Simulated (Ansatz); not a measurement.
# Cd: single point with PBE

The system is Cd.

```
Cd
1.0
     2.97887    0.00000    0.00000
    -1.48944    2.57978    0.00000
     0.00000    0.00000    5.61765
Cd
2
Direct
  0.66667 0.33333 0.75000
  0.33333 0.66667 0.25000
```

| Item | Value |
| --- | --- |
| Program | Ansatz 0.2.0 |
| Task | single point |
| Functional | PBE |
| Potentials or basis | all-electron LAPW, scalar-relativistic |
| Cutoff | 197 eV (chosen from the basis error) |
| Basis error allowed | 0.003 eV/atom |
| k mesh | 6 × 6 × 3 |
| Occupations | fermi-dirac, width 0.03 eV |
| Spin | no spin polarisation |

The pressure is 3.0 GPa and the band gap on the k mesh is none (metal or under the smearing width).

Stress tensor (GPa, compression positive):
```
2.87 0.00 0.00
0.00 2.87 0.00
0.00 0.00 3.35
```

Levels at points of the mesh, in eV from the Fermi level:
| k point | band 17 | band 18 | band 19 | band 20 | band 21 | band 22 | band 23 | band 24 |
| --- | --- | --- | --- | --- | --- | --- | --- | --- |
| (0.00, 0.00, 0.00) | -9.20 | -8.95 | -8.95 | -3.50 | -3.50 | 9.86 | 13.24 | 14.22 |
| (0.00, -0.50, 0.00) | -8.71 | -8.69 | -2.82 | -2.32 | 1.48 | 2.54 | 2.69 | 4.78 |

Run time: 1.7 s on 1 thread of Intel(R) Xeon(R) 6975P-C (Granite Rapids) (shared host), peak memory 0.32 GiB.

Caveat: the k mesh is coarse (spacing up to 0.41 Å⁻¹), so the values aren't converged.
